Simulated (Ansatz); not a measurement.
Crystal: SiNi3.

```
Ni Si
1.0
     3.54200    0.00000    0.00000
     0.00000    3.54200    0.00000
     0.00000    0.00000    3.54200
Ni Si
3 1
Direct
  0.50000 0.50000 0.00000
  0.50000 0.00000 0.50000
  0.00000 0.50000 0.50000
  0.00000 0.00000 0.00000
```

Base run:

```yaml
Program: Ansatz 0.2.0
Functional: revPBE
Potentials_or_basis: Ansatz PAW
Cutoff: 420 eV
Density_cutoff: 1680 eV
k_mesh: 8 × 8 × 8
Occupations: fermi-dirac, width 0.05 eV
Spin: collinear spin, ferromagnetic start
Starting_moments: "[1.0, 1.0, 1.0, 0.0] μB"
```

Its results: band gap on the k mesh none (metal or under the smearing width); pressure -2.7 GPa; net moment 0.00 μB per cell.

Task: After a change of settings the same cell gave: band gap on the k mesh none (metal or under the smearing width); pressure -1.4 GPa; net moment 0.00 μB per cell. Which change was it?
A. functional from revPBE to RPBE
B. functional from revPBE to LDA; k mesh from 8 × 8 × 8 to 4 × 4 × 4
C. functional from revPBE to PBE; occupations from fermi-dirac, width 0.05 eV to gaussian, width 0.027 eV
D. functional from revPBE to LDA

Result: A.

Caveats: the potentials were made for another functional, which shifts forces and pressure; the PAW data sets come from PBE, with cores solved anew for the run's functional, which leaves a small shift of forces and pressure.

Not every run made on this cell is shown here.
